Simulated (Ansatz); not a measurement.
`BCC(C)=O` + `CNCF` → `BN(C)CF` + `CC(C)=O`  (ligand exchange at a B–C bond)

Gas-phase electronic energies from Ansatz, PBE0-D4/def2-TZVP geometries. CBS: MP2 limit from def2 TZ/QZ plus the TZ coupled-cluster correction, frozen cores. DFT in def2-TZVPP. B3LYP here is the variant with VWN-RPA as its local correlation; programs differ in this. Each species was taken in one conformer, which may not be the lowest.

```
             level  ΔE (kJ/mol)  difference from CCSD(T)/CBS
          B3LYP-D4       -139.0                          0.6
            B2PLYP       -140.5                         -0.9
               PBE       -135.2                          4.4
            r2SCAN       -135.9                          3.7
              PBE0       -135.1                          4.5
     HF/def2-TZVPP       -132.1                          7.5
   CCSD/def2-TZVPP       -140.3                         -0.7
    MP2/def2-QZVPP       -141.6                         -2.0
SCS-MP2/def2-QZVPP       -140.9                         -1.3
    CCSD/CBS(def2)       -137.6                          2.0
       CCSD(T)/CBS       -139.6                            0
```

Largest T1 diagnostic among the species: 0.014.

In def2-TZVPP, CCSD(T) changes the Hartree–Fock value by −10.2 kJ/mol (the triples alone add −2.0 kJ/mol) and MP2 by −11.0 kJ/mol.

CCSD(T)/CBS has its own doubt, a few kJ/mol and more with outer-core shells, so smaller differences from it don't rank the levels.
